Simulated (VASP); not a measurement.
Wanted: the native input for a VASP 6.6.1 run.

```yaml
Task: single point
Functional: PBEsol
Potentials_or_basis: VASP PAW PBE potentials, release 64 (Sn_d)
Cutoff: 520 eV
k_mesh: 16 × 16 × 16
Occupations: gaussian, width 0.1 eV
Spin: no spin polarisation
Dipole_correction: no
Further_INCAR_settings: ALGO = Fast; EDIFF = 1e-06; NBANDS = 13
```

The structure of Sn lies in POSCAR:

```
Sn
1.0
   -1.6605506794      1.8426981875      2.3517640831
    1.6605506794     -1.8426981875      2.3517640831
    1.6605506794      1.8426981875     -2.3517640831
Sn
1
Direct
    0.0000000000      0.0000000000      0.0000000000
```

This isn't the form of Sn at room conditions, which is tetragonal (white tin).

The cell isn't the ideal one: strained and moved within the space group.

The input as run:

INCAR

```
ALGO = Fast ; EDIFF = 1E-6
ENCUT = 520 ; GGA = PS
ISIF = 2 ; ISMEAR = 0
LASPH = True ; LCHARG = False
LREAL = False ; LWAVE = False
NBANDS = 13 ; NELM = 100
PREC = Accurate ; SIGMA = 0.1
```

KPOINTS

```
k-points
0
Gamma
  16 16 16
```

Potentials or basis: VASP PAW PBE potentials, release 64 (Sn_d).

The run is started by

```bash
$ cat potpaw_PBE.64/Sn_d/POTCAR > POTCAR
$ mpirun -np 1 vasp_std > vasp.out
```

It gave:

```
Pressure               : -3.6 GPa
Band gap on the k mesh : none (metal or under the smearing width)
```

Caveat: the PAW data sets were made with another functional, which shifts forces and pressure a little.

Run time: 2.2 min on 1 thread of Intel(R) Xeon(R) Platinum 8559C (Emerald Rapids), on a shared host, peak memory 0.32 GiB.
